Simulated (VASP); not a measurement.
Write an ASE script for VASP 6.6.1 that does the following.

```yaml
Task: single point
Functional: PBEsol
Potentials_or_basis: VASP PAW PBE potentials, release 64 (S, Na)
Cutoff: 500 eV
k_mesh: 7 × 7 × 7
Occupations: gaussian, width 0.1 eV
Spin: no spin polarisation
Further_INCAR_settings: ALGO = Normal; EDIFF = 1.00e-06
```

The structure of Na2S lies in POSCAR:

```
Na2S
1.0
    0.0000000000      3.2735000000      3.2735000000
    3.2735000000      0.0000000000      3.2735000000
    3.2735000000      3.2735000000      0.0000000000
S Na
1 2
Direct
    0.0000000000      0.0000000000      0.0000000000
    0.7500000000      0.7500000000      0.7500000000
    0.2500000000      0.2500000000      0.2500000000
```

One way to write it, as run:

run.py

```python
from ase.calculators.vasp import Vasp
from ase.dft.bandgap import bandgap
from ase.io import read

atoms = read('POSCAR')
calc = Vasp(
    directory='calc',
    xc='pbesol',
    pp='PBE',
    setups='minimal',
    prec='Accurate',
    encut=500,
    ediff=1e-06,
    ismear=0,
    sigma=0.1,
    lreal=False,
    lasph=True,
    nelm=80,
    algo='Normal',
    isif=2,
    lwave=False,
    lcharg=False,
    kpts=[7, 7, 7],
    gamma=True,
)
atoms.calc = calc

print('energy (eV):', atoms.get_potential_energy())
print('free energy (eV):', atoms.get_potential_energy(force_consistent=True))
print('forces (eV/A):')
print(atoms.get_forces())
print('stress (eV/A^3, Voigt):', atoms.get_stress())
print('Fermi level (eV):', calc.get_fermi_level())
gap, top, bottom = bandgap(calc)
print('band gap (eV):', gap, 'from (spin, k, band)', top, 'to', bottom)
```

Potentials or basis: VASP PAW PBE potentials, release 64 (S, Na).

Command:

```bash
$ python run.py
```

It gave:

```
Pressure               : -1.0 GPa
Band gap on the k mesh : 2.36 eV, direct
```

Caveat: the PAW data sets were made with another functional, which shifts forces and pressure a little.

It took 9.7 s on 1 thread of Intel(R) Xeon(R) 6975P-C (Granite Rapids), on a shared host, peak memory 0.19 GiB.
